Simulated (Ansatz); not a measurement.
Runs of Ansatz 0.2.0 on Pt. The structure is cubic, space group Fm-3m (No. 225). Conventional cell: a = 3.922 Å, b = 3.922 Å, c = 3.922 Å, α = 90.00°, β = 90.00°, γ = 90.00°. Pt (site symmetry m-3m) has 12 Pt at 2.77 Å as nearest neighbours. 

```tsv
task	level	cell	cutoff (eV)	gap on the mesh (eV)	pressure (GPa)	relaxed volume (Å³/atom)
single point	PBE0	as given	420	none	(b)	-
single point	HF	as given	420	none	9.9	-
single point	r2SCANh	as given	500	none	-1.9	-
single point	r2SCAN50	as given	500	none	(a)	-
relaxation of cell and atoms	PBEsol0	relaxed	420	none	0.0	14.59
single point	r2SCAN0	as given	500	none	-6.0	-
relaxation of cell and atoms	PBE0	relaxed	420	none	0.0	14.96
```

Alike in all rows: potentials or basis Ansatz PAW; no spin polarisation; k mesh 6 × 6 × 6; smearing fermi-dirac 0.05 eV; the mesh is coarse, so values aren't converged.

Question: Estimate the missing entries.

Answer: (a) -12.4; (b) -2.2.

Caveats: all runs use coarse meshes; the PAW data sets come from PBE, with cores solved anew for the run's functional, which leaves a small shift of forces and pressure; the thresholds are loose for stress (some runs); the plane-wave basis is chosen anew once the cell has moved, so the energies of steps on either side of that aren't comparable (some runs).

A k mesh can miss the band edges, and the runs leave out spin-orbit coupling on Pt.

A gap of «none» marks a metal or a gap under the smearing width.
